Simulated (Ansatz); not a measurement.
## Rh(110) / 3 layers Pd(110) / Rh(110): resistance against film thickness

Wanted: interface resistance and thickness dependence for Rh(110) / 3 layers Pd(110) / Rh(110).

Calculated with Ansatz 0.2.0; Ansatz plane-wave DFT, PBE, PAW files; ballistic transport by layer matching (Landauer), zero bias; PAW set soft_1.

Most raw output is cut from this account.

**1. The starting structure**

The cell holds 16 atoms: 13 Rh and 3 Pd. Cell: a = 2.689 Å, b = 3.803 Å, c = 21.796 Å, α = 90.0°, β = 90.0°, γ = 90.0°. It derives from Rh and Pd. Regions: lead, 13 atoms (13 Rh); films, 3 atoms (3 Pd). The structure is stacked along c, and the current runs across the ab planes.

**2. With 3 layers**

The film is laid into the lead at the lead's in-plane lattice, and the cell closes on the lead's own image. The mesh across the current, 28×20, is finer than the density's, because channels open and close sharply across the zone. Energies from -1 to 1 eV in steps of 0.036 eV cover the slope of the Fermi function at 300 K, so the program can form a conductance.

File input.yaml:

```yaml
crystal:
  lattice:
    - [2.6891977995, 0.0, 0.0]
    - [0.0, 3.8031, 0.0]
    - [0.0, 0.0, 21.7957971363]
  atoms:
    - { symbol: Rh, position: [0.0, 0.0, 0.030845371] }
    - { symbol: Rh, position: [0.5, 0.5, 0.0925361131] }
    - { symbol: Rh, position: [0.0, 0.0, 0.1542268552] }
    - { symbol: Rh, position: [0.5, 0.5, 0.2159175973] }
    - { symbol: Rh, position: [0.0, 0.0, 0.2776083394] }
    - { symbol: Rh, position: [0.5, 0.5, 0.3392990815] }
    - { symbol: Pd, position: [0.0, 0.0, 0.4031478447] }
    - { symbol: Pd, position: [0.5, 0.5, 0.469154629] }
    - { symbol: Pd, position: [0.0, 0.0, 0.5351614132] }
    - { symbol: Rh, position: [0.5, 0.5, 0.5990101764] }
    - { symbol: Rh, position: [0.0, 0.0, 0.6607009185] }
    - { symbol: Rh, position: [0.5, 0.5, 0.7223916606] }
    - { symbol: Rh, position: [0.0, 0.0, 0.7840824027] }
    - { symbol: Rh, position: [0.5, 0.5, 0.8457731448] }
    - { symbol: Rh, position: [0.0, 0.0, 0.9074638869] }
    - { symbol: Rh, position: [0.5, 0.5, 0.969154629] }
kpoints:
  mp_grid: { grid: [14, 10, 2] }
hamiltonian:
  xc: pbe
  pseudopotentials: { kind: paw, azcp: { folder: soft_1 } }
scf:
  occupations: { method: fermi_dirac, width: 0.1 }
output:
  transmission: { leads: [[0, 1]], kmesh: [28, 20], e_range: [-1.0, 1.0], de: 0.036 }
  write_potential: true
  write_density: true
  volumetric_format: npy
  elf: true
```

The run is started by

```console
> ansatz run input.yaml --threads 4 --pin off --max-ram 8192MiB --backend cpu --events-out ev --progress --plain --runs-dir out
```

Wall time 9.6 min (4 threads of AMD EPYC 7B13 (Zen 3), shared host); peak memory 2.6 GiB; 35 min of CPU time.

Numbers from this step:

```
free energy                                                                : -104156.9128 eV
energy at zero smearing                                                    : -104156.5381 eV
Fermi energy                                                               : 21.90 eV
cell area                                                                  : 10.23 Å²
step of the lead's potential                                               : 4.1 meV
ballistic conductance of the lead                                          : 2.30e15 S/m²
estimated errors of the lead's conductance                                 : 0, 3.4, 0.3 % (band edges, k-mesh, distance from neutral)
lead conductance per cell                                                  : 3.040 G₀
conductance of the junction                                                : 1.26e15 S/m²
junction conductance per cell                                              : 1.658 G₀
estimated errors of the junction's conductance                             : 0.3, 0.3, 2.9, 1.6, 0.1 % (energy step, band edges, k-mesh, leads' steps, distance from neutral)
area resistance that the stack adds (contact term taken off, spin by spin) : 0.3620 fΩ m²
```

Per spin. The transmission, zone mean by energy, zero at the Fermi level:

| energy (eV) | transmission, zone mean |
| --- | --- |
| -1.000 | 2.10 |
| -0.892 | 2.10 |
| -0.820 | 2.08 |
| -0.712 | 2.04 |
| -0.640 | 1.98 |
| -0.532 | 1.96 |
| -0.424 | 1.89 |
| -0.352 | 1.85 |
| -0.244 | 1.77 |
| -0.136 | 1.66 |
| -0.064 | 1.65 |
| 0.008 | 1.65 |
| 0.044 | 1.67 |
| 0.116 | 1.65 |
| 0.224 | 1.59 |
| 0.332 | 1.41 |
| 0.404 | 1.34 |
| 0.512 | 1.21 |
| 0.620 | 1.09 |
| 0.692 | 1.04 |
| 0.800 | 1.02 |
| 0.872 | 0.977 |
| 0.980 | 0.963 |

Per spin. Open channels, zone mean, lead against energy, zero at the Fermi level:

energy (eV), open channels, zone mean, lead and a bar from the least value:
```
   -1.000       3.01 ########################
   -0.964       2.98 ########################
   -0.892       2.92 #######################
   -0.856       2.95 ########################
   -0.784       2.89 #######################
   -0.748       2.90 #######################
   -0.676       2.86 #######################
   -0.640       2.86 ######################
   -0.568       2.87 #######################
   -0.532       2.93 #######################
   -0.460       2.88 #######################
   -0.424       2.85 ######################
   -0.352       2.92 #######################
   -0.316       2.92 #######################
   -0.244       2.92 #######################
   -0.208       2.91 #######################
   -0.136       2.93 #######################
   -0.100       3.00 ########################
   -0.028       3.03 #########################
    0.008       3.05 #########################
    0.080       3.07 #########################
    0.116       3.13 ##########################
    0.188       3.24 ############################
    0.224       3.26 ############################
    0.296       3.25 ############################
    0.332       3.31 #############################
    0.404       3.42 ##############################
    0.440       3.31 #############################
    0.512       3.09 ##########################
    0.548       2.91 #######################
    0.620       2.41 ################
    0.656       2.23 ##############
    0.728       1.85 #########
    0.764       1.77 ########
    0.836       1.58 #####
    0.872       1.44 ###
    0.944       1.45 ####
    0.980       1.18
```

Transmission over k1 and k2. At 0.0080 eV from the Fermi level.

Values, 12 rows by 16 columns, each cell a mean:
```
0.49 0.56 1.77 2.03 1.81 2.16 1.86 1.69 2.21 1.60 2.10 2.05 1.89 1.97 1.23 0.44
0.00 0.08 1.16 1.88 2.09 2.07 1.93 1.59 1.70 1.77 2.00 2.10 2.04 1.72 0.49 0.05
0.54 0.64 0.94 1.58 1.85 1.92 1.74 1.60 1.56 1.72 1.83 1.91 1.77 1.38 0.63 0.65
2.05 1.68 1.55 1.55 1.11 1.61 1.75 2.13 2.20 1.96 1.74 1.38 1.16 1.68 1.52 1.88
2.45 2.24 1.15 1.46 1.25 1.74 2.01 2.22 2.30 2.13 1.92 1.56 1.27 1.20 1.71 2.35
2.64 2.54 1.87 1.72 1.48 1.91 2.10 2.26 2.34 2.19 2.01 1.82 1.43 1.72 2.23 2.59
2.57 2.39 1.28 1.40 1.32 1.83 2.06 2.23 2.32 2.16 1.97 1.69 1.33 1.11 1.89 2.48
2.19 1.96 1.36 1.55 1.16 1.61 1.87 2.18 2.24 2.06 1.80 1.41 1.18 1.52 1.61 2.09
1.33 1.08 1.32 1.50 1.50 1.81 1.69 1.89 1.99 1.79 1.79 1.68 1.47 1.50 1.06 1.24
0.00 0.20 0.91 1.85 2.02 1.98 1.86 1.50 1.39 1.77 1.90 2.03 1.97 1.60 0.38 0.15
0.16 0.22 1.51 1.85 2.03 2.16 1.95 1.59 1.97 1.62 2.11 2.13 2.01 1.77 0.85 0.15
1.31 0.81 2.05 2.27 2.04 1.47 1.71 2.28 2.74 1.95 1.57 1.78 2.09 2.23 1.64 0.82
```
Columns: k1 (b1) from -0.5 to 0.464; rows upwards: k2 (b2) from -0.5 to 0.45.

Open channels over k1 and k2. At 0.0080 eV from the Fermi level.

Values, 12 rows by 16 columns, each cell a mean:
```
0.94 1.34 3.71 3.83 3.66 4.00 3.60 3.60 4.51 3.54 3.83 4.00 3.66 3.77 3.06 0.60
0.00 0.29 2.66 3.91 4.00 4.00 3.97 3.23 2.91 3.71 4.00 4.00 4.00 3.71 1.34 0.09
0.94 0.94 1.94 2.80 2.80 2.80 2.97 3.54 3.20 3.54 2.80 2.80 2.80 2.63 1.34 0.77
4.00 3.49 2.51 2.00 2.00 2.00 3.37 3.83 4.00 3.77 2.57 2.00 2.00 2.06 3.06 3.74
5.60 5.26 2.86 2.17 2.00 2.00 2.94 3.91 4.00 3.66 2.34 2.00 2.00 2.29 3.94 5.60
6.00 6.00 4.31 2.77 2.00 2.17 3.03 4.00 4.00 3.71 2.63 2.00 2.51 2.86 5.43 6.00
6.00 5.77 3.57 1.91 2.00 2.00 2.86 4.00 4.00 3.71 2.29 2.00 2.00 2.23 4.74 6.00
4.40 4.11 2.31 2.09 2.00 2.00 3.23 3.74 4.00 3.60 2.51 2.00 2.00 2.00 3.23 4.31
2.54 1.86 2.51 2.00 2.00 2.00 2.74 4.00 4.00 3.66 2.23 2.00 2.00 2.29 2.14 2.03
0.00 0.51 2.00 4.00 4.00 4.00 4.00 3.09 2.40 3.77 4.00 4.00 4.00 3.49 1.06 0.26
0.31 0.71 3.34 3.74 3.89 4.00 3.80 3.29 3.77 3.49 3.94 4.00 3.89 3.66 2.31 0.20
1.83 1.60 4.00 4.00 3.77 3.31 3.77 4.69 5.66 4.06 3.71 3.49 3.77 4.00 3.49 1.09
```
Columns: k1 (b1) from -0.5 to 0.464; rows upwards: k2 (b2) from -0.5 to 0.45.

Valence density in the ca plane at fractional y = 0.000, with atoms of Rh and Pd within 0.2 Å of it. It is the smooth field of the valence electrons, not physical close to the nuclei.

Ten even steps from '0' (0 e/Å³) to '9' (16 e/Å³), each cell a mean:
```
26630001475100036620001585100026841000366200
12210000232000012210000232000002310000122100
00000000000000000000000000000000000000000000
00000000000000000000000000000000000000000000
00000000000000000000000000000000000000000000
01100000111000001100000111000001110000011000
14520001353100025420001463100014630000254200
37840001586100048730002796100027961000487300
```
Columns run along c (16.0 Å, from fractional 0.00 to 0.74 of the cell), rows up along a (2.7 Å). Atoms in or near the plane, at fractional coordinates: Rh at (0.03, 0.00), Rh at (0.15, 0.00), Rh at (0.28, 0.00), Pd at (0.40, 0.00), Pd at (0.54, 0.00), Rh at (0.66, 0.00).

Electrostatic potential energy in the ca plane at fractional y = 0.000, with atoms of Rh and Pd within 0.2 Å of it. With pseudopotentials it is smooth inside the atoms' cores, unlike the true potential.

Ten even steps from '0' (-59 eV) to '9' (25 eV), each cell a mean:
```
30027985101589730037995213699852136997200379
63358997434799853368997545899975458998533699
87789999878999987789999878999998789999877899
99999999999999999999999999999999999999999999
98899999989999998899999989999999899999988999
75579998656899975579998656899986578999755799
41137996212699741148996323799963247997311489
30026984100489620037985102599851026996200379
```
Columns run along c (16.0 Å, from fractional 0.00 to 0.74 of the cell; values clipped at the 3rd and 97th percentile), rows up along a (2.7 Å). Atoms in or near the plane, at fractional coordinates: Rh at (0.03, 0.00), Rh at (0.15, 0.00), Rh at (0.28, 0.00), Pd at (0.40, 0.00), Pd at (0.54, 0.00), Rh at (0.66, 0.00).

ELF in the ca plane at fractional y = 0.000, with atoms of Rh and Pd within 0.2 Å of it. It is the smooth field of the valence electrons, not physical close to the nuclei.

Values, 5 rows by 16 columns, each cell a mean:
```
0.63 0.44 0.34 0.67 0.31 0.48 0.61 0.23 0.38 0.36 0.22 0.37 0.35 0.31 0.67 0.33
0.32 0.25 0.22 0.34 0.21 0.26 0.31 0.19 0.29 0.26 0.18 0.31 0.24 0.21 0.35 0.22
0.24 0.21 0.20 0.25 0.20 0.22 0.24 0.18 0.21 0.20 0.17 0.21 0.19 0.20 0.25 0.20
0.44 0.32 0.26 0.48 0.24 0.34 0.43 0.20 0.36 0.32 0.19 0.38 0.29 0.24 0.48 0.25
0.68 0.47 0.37 0.71 0.34 0.51 0.66 0.24 0.35 0.35 0.23 0.33 0.35 0.34 0.71 0.36
```
Columns run along c (16.0 Å, from fractional 0.00 to 0.74 of the cell), rows up along a (2.7 Å). Atoms in or near the plane, at fractional coordinates: Rh at (0.03, 0.00), Rh at (0.15, 0.00), Rh at (0.28, 0.00), Pd at (0.40, 0.00), Pd at (0.54, 0.00), Rh at (0.66, 0.00).

The lead's potential steps by 4.1 meV from period to period, small in itself. The program estimates the junction's conductance to 2.9 % from the k-mesh, 0.1 % from the leads' distance from neutral and 1.6 % from their steps.

By hand: 1/G − 1/G_lead = 1/1.256 − 1/2.303 = 0.362 fΩ m² with G in 10¹⁵ S/m².

**3. With 5 layers, k-mesh 14×10×1, film layers 5**

The stack now holds 5 film layers; the k-mesh follows the cell, and the energies span -0.27 to 0.27 eV.

System of this step: Rh(110) / 5 layers Pd(110) / Rh(110). The cell holds 18 atoms: 13 Rh and 5 Pd. Its edges and angles: a = 2.689 Å, b = 3.803 Å, c = 24.673 Å, α = 90.0°, β = 90.0°, γ = 90.0°. It derives from Rh and Pd. Regions: lead, 13 atoms (13 Rh); films, 5 atoms (5 Pd). The structure is stacked along c, and the current runs across the ab planes.

File input.yaml:

```yaml
crystal:
  lattice:
    - [2.6891977995, 0.0, 0.0]
    - [0.0, 3.8031, 0.0]
    - [0.0, 0.0, 24.6731380959]
  atoms:
    - { symbol: Rh, position: [0.0, 0.0, 0.0272482344] }
    - { symbol: Rh, position: [0.5, 0.5, 0.0817447032] }
    - { symbol: Rh, position: [0.0, 0.0, 0.1362411719] }
    - { symbol: Rh, position: [0.5, 0.5, 0.1907376407] }
    - { symbol: Rh, position: [0.0, 0.0, 0.2452341095] }
    - { symbol: Rh, position: [0.5, 0.5, 0.2997305782] }
    - { symbol: Pd, position: [0.0, 0.0, 0.3561334032] }
    - { symbol: Pd, position: [0.5, 0.5, 0.4144425844] }
    - { symbol: Pd, position: [0.0, 0.0, 0.4727517656] }
    - { symbol: Pd, position: [0.5, 0.5, 0.5310609468] }
    - { symbol: Pd, position: [0.0, 0.0, 0.589370128] }
    - { symbol: Rh, position: [0.5, 0.5, 0.645772953] }
    - { symbol: Rh, position: [0.0, 0.0, 0.7002694218] }
    - { symbol: Rh, position: [0.5, 0.5, 0.7547658905] }
    - { symbol: Rh, position: [0.0, 0.0, 0.8092623593] }
    - { symbol: Rh, position: [0.5, 0.5, 0.8637588281] }
    - { symbol: Rh, position: [0.0, 0.0, 0.9182552968] }
    - { symbol: Rh, position: [0.5, 0.5, 0.9727517656] }
kpoints:
  mp_grid: { grid: [14, 10, 1] }
hamiltonian:
  xc: pbe
  pseudopotentials: { kind: paw, azcp: { folder: soft_1 } }
scf:
  occupations: { method: fermi_dirac, width: 0.1 }
output:
  transmission:
    leads: [[0, 1]]
    kmesh: [28, 20]
    e_range: [-0.27, 0.27]
    de: 0.036
  write_potential: true
  write_density: true
  volumetric_format: npy
```

It took 4.7 min on 4 threads; peak memory 2.2 GiB; 17 min of CPU time.

Numbers from this step:

* free energy: -118102.7143 eV
* energy at zero smearing: -118102.2683 eV
* Fermi energy: 21.64 eV
* step of the lead's potential: 4.7 meV
* estimated errors of the lead's conductance: 0, 3.4, 0.5 % (band edges, k-mesh, distance from neutral)
* lead conductance per cell: 3.033 G₀
* conductance of the junction: 1.04e15 S/m²
* junction conductance per cell: 1.367 G₀
* estimated errors of the junction's conductance: 0.2, 0.7, 3.5, 2.9, 1.3 % (energy step, band edges, k-mesh, leads' steps, distance from neutral)
* area resistance that the stack adds (contact term taken off, spin by spin): 0.5301 fΩ m²

Per spin. The transmission, zone mean by energy, zero at the Fermi level:

| energy (eV) | transmission, zone mean |
| --- | --- |
| -0.270 | 1.72 |
| -0.234 | 1.67 |
| -0.198 | 1.64 |
| -0.162 | 1.59 |
| -0.126 | 1.52 |
| -0.090 | 1.49 |
| -0.054 | 1.43 |
| -0.018 | 1.38 |
| 0.018 | 1.35 |
| 0.054 | 1.30 |
| 0.090 | 1.28 |
| 0.126 | 1.26 |
| 0.162 | 1.24 |
| 0.198 | 1.21 |
| 0.234 | 1.16 |
| 0.270 | 1.11 |

The conductance of the junction is 1.0e15 S/m², 18 % under the 1.3e15 S/m² of the last finished run.

**4. With 6 layers, k-mesh 14×10×1, film layers 6**

The stack now holds 6 film layers; the k-mesh follows the cell, and the energies span -0.27 to 0.27 eV.

System of this step: Rh(110) / 6 layers Pd(110) / Rh(110). The cell holds 18 atoms: 12 Rh and 6 Pd. Cell: a = 2.689 Å, b = 3.803 Å, c = 24.767 Å, α = 90.0°, β = 90.0°, γ = 90.0°. It derives from Rh and Pd. Regions: lead, 12 atoms (12 Rh); films, 6 atoms (6 Pd). The structure is stacked along c, and the current runs across the ab planes.

input.yaml, the sections that differ from step 3:

```yaml
crystal:
  lattice:
    - [2.6891977995, 0.0, 0.0]
    - [0.0, 3.8031, 0.0]
    - [0.0, 0.0, 24.7672096759]
  atoms:
    - { symbol: Rh, position: [0.0, 0.0, 0.0271447393] }
    - { symbol: Rh, position: [0.5, 0.5, 0.0814342179] }
    - { symbol: Rh, position: [0.0, 0.0, 0.1357236965] }
    - { symbol: Rh, position: [0.5, 0.5, 0.1900131751] }
    - { symbol: Rh, position: [0.0, 0.0, 0.2443026537] }
    - { symbol: Rh, position: [0.5, 0.5, 0.2985921323] }
    - { symbol: Pd, position: [0.0, 0.0, 0.3547807264] }
    - { symbol: Pd, position: [0.5, 0.5, 0.4128684358] }
    - { symbol: Pd, position: [0.0, 0.0, 0.4709561453] }
    - { symbol: Pd, position: [0.5, 0.5, 0.5290438547] }
    - { symbol: Pd, position: [0.0, 0.0, 0.5871315642] }
    - { symbol: Pd, position: [0.5, 0.5, 0.6452192736] }
    - { symbol: Rh, position: [0.0, 0.0, 0.7014078677] }
    - { symbol: Rh, position: [0.5, 0.5, 0.7556973463] }
    - { symbol: Rh, position: [0.0, 0.0, 0.8099868249] }
    - { symbol: Rh, position: [0.5, 0.5, 0.8642763035] }
    - { symbol: Rh, position: [0.0, 0.0, 0.9185657821] }
    - { symbol: Rh, position: [0.5, 0.5, 0.9728552607] }
# kpoints, hamiltonian, scf, output: as in step 3
```

Wall time 4.9 min (4 threads); peak memory 2.2 GiB; 17 min of CPU time.

Numbers from this step:

* free energy: -118672.6731 eV
* energy at zero smearing: -118672.2166 eV
* Fermi energy: 21.49 eV
* step of the lead's potential: 10.4 meV
* estimated errors of the lead's conductance: 0, 3.4, 0.4 % (band edges, k-mesh, distance from neutral)
* lead conductance per cell: 3.038 G₀
* conductance of the junction: 1.00e15 S/m²
* junction conductance per cell: 1.326 G₀
* estimated errors of the junction's conductance: 0.4, 0.5, 3.4, 4715, 1.3 % (energy step, band edges, k-mesh, leads' steps, distance from neutral)
* area resistance that the stack adds (contact term taken off, spin by spin): 0.5611 fΩ m²

Per spin. Transmission, zone mean against energy, zero at the Fermi level:

| energy (eV) | transmission, zone mean |
| --- | --- |
| -0.270 | 1.65 |
| -0.234 | 1.60 |
| -0.198 | 1.59 |
| -0.162 | 1.55 |
| -0.126 | 1.51 |
| -0.090 | 1.49 |
| -0.054 | 1.41 |
| -0.018 | 1.34 |
| 0.018 | 1.30 |
| 0.054 | 1.27 |
| 0.090 | 1.18 |
| 0.126 | 1.14 |
| 0.162 | 1.10 |
| 0.198 | 1.07 |
| 0.234 | 1.02 |
| 0.270 | 0.980 |

The conductance of the junction is 1.0e15 S/m², 3.1 % under the 1.0e15 S/m² of the last finished run, within the error estimates, leads' steps apart, of 3.5 and 3.4 %. The estimate from the leads' steps, 4715 %, is larger still.

**5. With 8 layers, k-mesh 14×10×1, film layers 8**

The stack now holds 8 film layers; the k-mesh follows the cell, and the energies span -0.27 to 0.27 eV.

System of this step: Rh(110) / 8 layers Pd(110) / Rh(110). The cell holds 20 atoms: 12 Rh and 8 Pd. Its edges and angles: a = 2.689 Å, b = 3.803 Å, c = 27.645 Å, α = 90.0°, β = 90.0°, γ = 90.0°. It derives from Rh and Pd. Regions: lead, 12 atoms (12 Rh); films, 8 atoms (8 Pd). The structure is stacked along c, and the current runs across the ab planes.

input.yaml, the sections that differ from step 4:

```yaml
crystal:
  lattice:
    - [2.6891977995, 0.0, 0.0]
    - [0.0, 3.8031, 0.0]
    - [0.0, 0.0, 27.6445506355]
  atoms:
    - { symbol: Rh, position: [0.0, 0.0, 0.0243194204] }
    - { symbol: Rh, position: [0.5, 0.5, 0.0729582613] }
    - { symbol: Rh, position: [0.0, 0.0, 0.1215971022] }
    - { symbol: Rh, position: [0.5, 0.5, 0.1702359431] }
    - { symbol: Rh, position: [0.0, 0.0, 0.218874784] }
    - { symbol: Rh, position: [0.5, 0.5, 0.2675136249] }
    - { symbol: Pd, position: [0.0, 0.0, 0.3178539147] }
    - { symbol: Pd, position: [0.5, 0.5, 0.3698956533] }
    - { symbol: Pd, position: [0.0, 0.0, 0.421937392] }
    - { symbol: Pd, position: [0.5, 0.5, 0.4739791307] }
    - { symbol: Pd, position: [0.0, 0.0, 0.5260208693] }
    - { symbol: Pd, position: [0.5, 0.5, 0.578062608] }
    - { symbol: Pd, position: [0.0, 0.0, 0.6301043467] }
    - { symbol: Pd, position: [0.5, 0.5, 0.6821460853] }
    - { symbol: Rh, position: [0.0, 0.0, 0.7324863751] }
    - { symbol: Rh, position: [0.5, 0.5, 0.781125216] }
    - { symbol: Rh, position: [0.0, 0.0, 0.8297640569] }
    - { symbol: Rh, position: [0.5, 0.5, 0.8784028978] }
    - { symbol: Rh, position: [0.0, 0.0, 0.9270417387] }
    - { symbol: Rh, position: [0.5, 0.5, 0.9756805796] }
# kpoints, hamiltonian, scf, output: as in step 4
```

Wall time 5.8 min (4 threads); peak memory 2.6 GiB; 20 min of CPU time.

This step gave:

```yaml
free_energy: -132618.5380 eV
energy_at_zero_smearing: -132618.0349 eV
fermi_energy: 21.31 eV
ballistic_conductance_of_the_lead: 2.31e15 S/m²
estimated_errors_of_the_lead_s_conductance: 0, 3.4, 0.2 % (band edges, k-mesh, distance from neutral)
lead_conductance_per_cell: 3.044 G₀
conductance_of_the_junction: 9.81e14 S/m²
junction_conductance_per_cell: 1.296 G₀
estimated_errors_of_the_junction_s_conductance: 0.1, 1.1, 3.9, 717.7, 0.4 % (energy step, band edges, k-mesh, leads' steps, distance from neutral)
area_resistance_that_the_stack_adds_contact_term_taken_off_spin_by_spin: 0.5854 fΩ m²
```

Per spin. Transmission, zone mean against energy, zero at the Fermi level:

| energy (eV) | transmission, zone mean |
| --- | --- |
| -0.270 | 1.57 |
| -0.234 | 1.51 |
| -0.198 | 1.47 |
| -0.162 | 1.46 |
| -0.126 | 1.41 |
| -0.090 | 1.39 |
| -0.054 | 1.35 |
| -0.018 | 1.32 |
| 0.018 | 1.28 |
| 0.054 | 1.24 |
| 0.090 | 1.17 |
| 0.126 | 1.10 |
| 0.162 | 1.03 |
| 0.198 | 0.977 |
| 0.234 | 0.914 |
| 0.270 | 0.876 |

The conductance of the junction is 9.8e14 S/m², 2.3 % under the 1.0e15 S/m² of the last finished run, within the error estimates, leads' steps apart, of 3.4 and 3.9 %. The estimate from the leads' steps, 718 %, is larger still.

(Continued in part 2 of 2.)

[Logs are printed without paths, hosts, clocks, repeated set-up lines and the standing remarks that a program may print on its own settings, such as how far it seeks lower states.]

[Hosts, paths, dates, database ids (printed as entryN), source tags and the programs' standing remarks are cut or masked in the printed files.]
